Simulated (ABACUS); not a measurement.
Crystal: BN.

```
N B
1.0
     0.00000    1.81300    1.81300
     1.81300    0.00000    1.81300
     1.81300    1.81300    0.00000
N B
1 1
Cartesian
  0.9065 0.9065 0.9065
  0.0000 0.0000 0.0000
```

The cell is a database's computed one.

Program: ABACUS 3.10.1. Alike in all runs: task single point; no spin polarisation; cell as given; smearing fermi-dirac 0.05 eV.

Question: Order these runs on this cell by their band gap on the k mesh, lowest first.
A. level LDA; potentials or basis PseudoDojo NC SR 0.4.1 LDA stringent, DZP LCAO (the cutoffs set its grid); k mesh 12 × 12 × 12; cutoff (eV) 1361; radial cutoff of the potentials (pseudo_rcut) 10 bohr; SCF threshold on the density 1e-07; eigensolver genelpa
B. level rSCAN; potentials or basis SG15 ONCV 1.2 PBE, plane waves; k mesh 8 × 8 × 8; cutoff (eV) 1320; radial cutoff of the potentials (pseudo_rcut) 7 bohr; SCF threshold on the density 1e-08; eigensolver dav
C. level PBEsol; potentials or basis GBRV ultrasoft 1.5 PBEsol, plane waves; k mesh 10 × 10 × 10; cutoff (eV) 544; radial cutoff of the potentials (pseudo_rcut) 10 bohr; SCF threshold on the density 1e-08; eigensolver dav
D. level TPSS; potentials or basis SG15 ONCV 1.2 PBE, plane waves; k mesh 8 × 8 × 8; cutoff (eV) 1320; radial cutoff of the potentials (pseudo_rcut) 10 bohr; SCF threshold on the density 1e-08; eigensolver dav

Answer: C (4.28 eV), A (4.43 eV), D (4.58 eV), B (4.99 eV).

Caveats: the atomic orbitals were generated for these runs and aren't a published set (some runs); the basis of atomic orbitals isn't converged, which shifts pressures, moduli and gaps (some runs).

A k mesh can miss the band edges.

Not every run made on this cell is shown here.
